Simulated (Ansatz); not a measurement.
**In: response to strain**

In is deformed so: equal xy, yz and zx engineering shear strains of +1 %. What stress and forces result, by LAPW, PAW and all-electron datasets made for the crystal?

Computed with Ansatz 0.2.0 (DFT LDA, scalar-relativistic, unless a step's input says otherwise).

### 1 The system as given

It takes space group I4/mmm (No. 139, tetragonal). Conventional cell: a = 3.252 Å, b = 3.252 Å, c = 4.948 Å, α = 90.00°, β = 90.00°, γ = 90.00°. In (site symmetry 4/mmm) is surrounded by 12 In at 3.25 to 3.38 Å.

Coordinates:

```cif
data_structure
_symmetry_space_group_name_H-M 'P 1'
_symmetry_Int_Tables_number 1
_cell_length_a 3.3777
_cell_length_b 3.3777
_cell_length_c 3.3777
_cell_angle_alpha 122.442
_cell_angle_beta 122.442
_cell_angle_gamma 85.820
_cell_volume 26.17
loop_
_atom_site_label
_atom_site_type_symbol
_atom_site_fract_x
_atom_site_fract_y
_atom_site_fract_z
_atom_site_occupancy
In1 In 0.00000 0.00000 0.00000 1
```

### 2 The deformed structure

Space group I4/mmm before, C2/m after.

### 3 Full-potential LAPW

The input, input.yaml:

```yaml
crystal:
  lattice:
    - [-1.6056495, 1.630389, 2.47395]
    - [1.630389, -1.6056495, 2.47395]
    - [1.621911, 1.621911, -2.4576885]
  atoms:
    - { symbol: In, position: [0.0, 0.0, 0.0] }
kpoints:
  mp_grid: { grid: [14, 14, 14] }
  band_path:
    path:
      - [0.0, 0.0, 0.0]
      - [0.5, 0.5, -0.5]
      - [0.7811816041, 0.2188183959, -0.5]
      - [0.2188183959, -0.2188183959, -0.5]
      - [0.0, 0.0, -0.5]
      - [0.0, 0.0, 0.0]
      - [0.5, -0.5, 0.0]
      - [0.5, 0.0, -0.5]
      - [0.0, 0.0, 0.0]
    npoints: 5
scf:
  occupations: { method: fermi_dirac, width: 0.05 }
hamiltonian:
  xc: lda
  pseudopotentials: { kind: all_electron, lapw: { basis_error: 0.0005 } }
output:
  forces: true
  stress: true
  eigenvalues: true
```

Run with:

```sh
ansatz run input.yaml --threads 1 --pin off --max-ram 3072MiB --backend cpu --events-out ev --progress --plain --runs-dir out
```

### 4 Frozen-core PAW

The input, input.yaml:

```yaml
crystal:
  lattice:
    - [-1.6056495, 1.630389, 2.47395]
    - [1.630389, -1.6056495, 2.47395]
    - [1.621911, 1.621911, -2.4576885]
  atoms:
    - { symbol: In, position: [0.0, 0.0, 0.0] }
kpoints:
  mp_grid: { grid: [14, 14, 14] }
scf:
  occupations: { method: fermi_dirac, width: 0.05 }
hamiltonian:
  xc: lda
  pseudopotentials: { kind: paw }
output:
  forces: true
  stress: true
  eigenvalues: true
  efg: { contact_densities: true }
```

### 5 Datasets made for this crystal

Edit input.yaml of step 4 so:

```diff
@@ -13,3 +13,3 @@
   xc: lda
-  pseudopotentials: { kind: paw }
+  pseudopotentials: { kind: all_electron, datasets: crystal }
 output:
```

(Steps that only read results are left out.)

What does the calculation give? Wanted: pressure; largest shear or deviatoric stress.

The runs gave:

| quantity | value |
| --- | --- |
| pressure | LAPW -2.67, PAW -2.68, crystal datasets -2.67 GPa |
| largest shear or deviatoric stress (LAPW) | 0.25 GPa |

**Reading.** The largest part of the stress beyond the pressure is 0.25 GPa in size, in the zz component. No run of the undeformed cell stands beside it, so the pressure holds what the given cell had before the change. PAW: stress within 0.01 GPa of LAPW. Crystal datasets: stress within 0.01 GPa of LAPW.
